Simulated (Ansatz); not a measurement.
Ni:

```
Ni
1.0
     2.44802    0.00000    0.00000
    -1.22401    2.12005    0.00000
     0.00000    0.00000    4.07281
Ni
2
Direct
  0.66667 0.33333 0.75000
  0.33333 0.66667 0.25000
```

This isn't the form of Ni at room conditions, which is fcc.

Below is the output of Ansatz 0.2.0 for this cell. Logs are shortened: lines on timing, memory, paths and dates and some standing lists are left out, and cuts for length are marked.

```text
Warning: RAYON_NUM_THREADS=2 ignored (pool sized by the plan → 2); use --threads N
Engine: ansatz 0.2.0, aarch64-unknown-linux-gnu
Pseudopotentials: kind: paw
Pseudopotential: Ni, paw, valence charge 18, recommended cutoff 420 eV (normal), Ni.paw.azcp
Functional definition: PBE
  parameter kappa = 0.804
  parameter beta = 0.06672455060314922
  exchange = pbe_x(kappa = kappa, mu = beta*pi^2/3)
  correlation = pbe_c(beta = beta)
Crystal: 2 atoms, lattice volume = 21.138 Å³
Basis set: ecut = 420 eV, 391 PW (Γ), exchange–correlation on 36×36×60 points (8 copies of the dense FFT grid, shifted against one another)
Bands: 22, of which v1, the nominal top of the filled ones, is band 18 counted from 1 (17 counted from 0)
Symmetry: 24 space group operations
Space group: P63/mmc (ITA 194), of the structure as read, at distance tolerance 2.8e-5 Å
k-points: 76 of 1008
Non-local potential: Ni, projectors of the file, l = 0: 3, l = 1: 2, l = 2: 3, l = 3: 1
PAW form: soft (Blöchl's): semilocal exchange-correlation on the pseudo side does not see the compensation charge
PAW one-centre angular grid: Ni, 590 points (default); XC on 64 Gauss nodes
Initial density: superposition of atomic densities (neutral atoms: chi_scale 0, normalization atom), corrected by the library's trained network
Initial wavefunctions: pseudopotential atomic-orbital guess
Functional: x = pbe(κ = 0.804, μ = 0.2195149727645171), c = pbe(β = 0.06672455060314922)
SCF iter   1: F=—  HF=-11679.289325 eV  |F-HF|=—  |Δ(HF+E_count)|=         —  Δρ=7.44e-3  dr2=2.08e-3  ethr=1.77e-3  ⟨swp⟩=5.2  Hψ=6268  notcnv=0
preconditioner: auto → none  [metal: Δε(μ)=0.006 eV  Ē_g=8.637 eV  σ=0.050 eV  W_gap=0.03  n_scr=8 (ndim 8)  ℏωp=36.1 eV  f_vac=0.000  D(μ)=8.08/eV (n_scr^D=208)  sad-step TF]
SCF iter   2: F=—  HF=-11679.289250 eV  |F-HF|=—  |Δ(HF+E_count)|=   7.47e-5  Δρ=2.05e-3  dr2=2.00e-4  ethr=5.79e-6  ⟨swp⟩=2.1  Hψ=3423  notcnv=0
SCF iter   3: F=—  HF=-11679.289364 eV  |F-HF|=—  |Δ(HF+E_count)|=   1.14e-4  Δρ=8.05e-4  dr2=2.60e-5  ethr=5.55e-7  ⟨swp⟩=2.1  Hψ=2388  notcnv=0
SCF iter   4: F=—  HF=-11679.289385 eV  |F-HF|=—  |Δ(HF+E_count)|=   2.08e-5  Δρ=1.35e-4  dr2=1.20e-6  ethr=7.23e-8  ⟨swp⟩=2.3  Hψ=2262  notcnv=0
iter 5 did not close the SCF: its close was put off for the readings that it lacked (scf_convergence_deferred on its scf_iter line)
SCF iter   5: F=-11679.289386 eV  HF=-11679.289386 eV  |F-HF|=3.15e-8  |Δ(HF+E_count)|=   7.64e-7  Δρ=3.97e-5  dr2=6.20e-8  ethr=3.33e-9  ⟨swp⟩=2.0  Hψ=2570  notcnv=0
SCF iter   6: F=-11679.289386 eV  HF=-11679.289386 eV  |F-HF|=3.22e-10  |Δ(HF+E_count)|=   4.76e-8  Δρ=2.71e-6  dr2=3.72e-10  ethr=1.72e-10  ⟨swp⟩=2.9  Hψ=6650  notcnv=0
SCF 1 converged in 6 iterations: F = -11679.289386 eV  dr2 = 3.72e-10
  greatest PAW one-centre occupation: 1.000 electrons in one spin orbital (limit 2), on the Ni atom at site 1 (counted from 0), in its partial waves of l = 1
SCF converged after 6 iterations
Free energy (F): -11679.289386 eV
Harris-Foulkes:  -11679.289386 eV  (|F-HF|=3.22e-10)
Internal energy: -11679.225742 eV  (E = F + TS)
E sigma→0 (E₀):  -11679.257564 eV
Entropy (-TS):   -0.063644 eV (-31.822 meV/atom)
Fermi energy:    18.673133 eV
--- Per-component energies (eV) ---
  E_band       = -545.058853
  E_kinetic    = 565.913411
  E_local      = -6781.756655  (includes V_loc(G=0)·N_el)
  E_nonlocal   = 1271.408915
  E_hartree    = 2834.614157
  E_xc         = -170.146602
  E_vxc        = -219.446108  (∫ρ·V_xc dr)
  E_paw        = -3259.386232  (= ΣΔE_a)
  E_vpaw       = -1050.409043  (= ΣTr[D̂ρ^β])
  E_aug_tail   = 0.001023  (compensation charges beyond the density's cutoff)
  E_ewald      = -6139.873759
  E_smearing   = -0.063644  (= −TS)
  E_closure    = -0.000000  (closes the sum)
  Σ components = -11679.289386   (vs F -11679.289386, Δ=0.00e0)
--- Forces (eV/Å), atoms counted from 1 ---
  atom   1  Ni     0.00000000    -0.00000000     0.00000000
  atom   2  Ni     0.00000000     0.00000000     0.00000000
  max |Σ_I F_I| component: 0.00e0 eV/Å
--- Stress (GPa, compression-positive) ---
        6.572601      -0.000000       0.000000
        0.000000       6.572601       0.000000
        0.000000       0.000000       4.925599
  P = ⅓ Tr σ = 6.0236 GPa (60.236 kbar)
--- Band table (eV; the first three rows and the last of 76) ---
  k-point 0: bands = ["-84.4064", "-84.3706", "-44.8624", "-44.7086", "-44.7086", "-44.6767", "-44.6767", "-44.6271", "9.5068", "13.9923", "16.6501", "16.7823", "16.7823", "17.0589", "17.0589", "17.5737", "17.5737", "18.1892", "18.5375", "18.5375", "24.6292", "41.6479"]
  k-point 1: bands = ["-84.4046", "-84.3724", "-44.8509", "-44.7070", "-44.7070", "-44.6783", "-44.6783", "-44.6389", "9.7055", "13.8587", "16.6015", "16.7511", "16.7511", "17.0159", "17.0159", "17.5756", "17.6682", "17.6682", "18.5216", "18.5216", "25.7418", "41.4176"]
  k-point 2: bands = ["-84.3997", "-84.3774", "-44.8185", "-44.7026", "-44.7026", "-44.6827", "-44.6827", "-44.6719", "10.2871", "13.3185", "16.4759", "16.6842", "16.7113", "16.7113", "16.9115", "16.9115", "17.8844", "17.8844", "18.4590", "18.4590", "28.2547", "38.3844"]
  k-point 75: bands = ["-84.3569", "-84.3569", "-44.8613", "-44.8613", "-44.8406", "-44.8260", "-44.6878", "-44.6878", "15.5011", "15.5200", "15.5200", "15.5923", "16.2736", "16.2736", "17.3525", "17.5710", "18.5744", "18.5744", "24.5623", "24.5623", "25.5497", "26.8403"]
```

**Question.** Write the input and the command behind it.

**Answer.** Single point with PBE, no spin polarisation. The files as run (others can give the same):

input.yaml
```yaml
crystal:
  lattice:
    - [2.4480228978, 0.0, 0.0]
    - [-1.2240114489, 2.1200500186, 0.0]
    - [0.0, 0.0, 4.07280757]
  atoms:
    - { symbol: Ni, position: [0.6666666667, 0.3333333333, 0.75] }
    - { symbol: Ni, position: [0.3333333333, 0.6666666667, 0.25] }
hamiltonian:
  xc: pbe
  pseudopotentials: { kind: paw }
kpoints:
  mp_grid: { grid: [12, 12, 7] }
scf:
  occupations: { method: fermi_dirac, width: 0.05 }
output:
  forces: true
  stress: true
  eigenvalues: true
```

Potentials or basis: Ansatz PAW.
Command:
```bash
$ ansatz run input.yaml --threads 2 --pin off --max-ram 5632MiB --backend cpu --events-out ev --progress --plain --runs-dir out
```

Caveat: the run has no spin polarisation, though such a crystal can be magnetic.
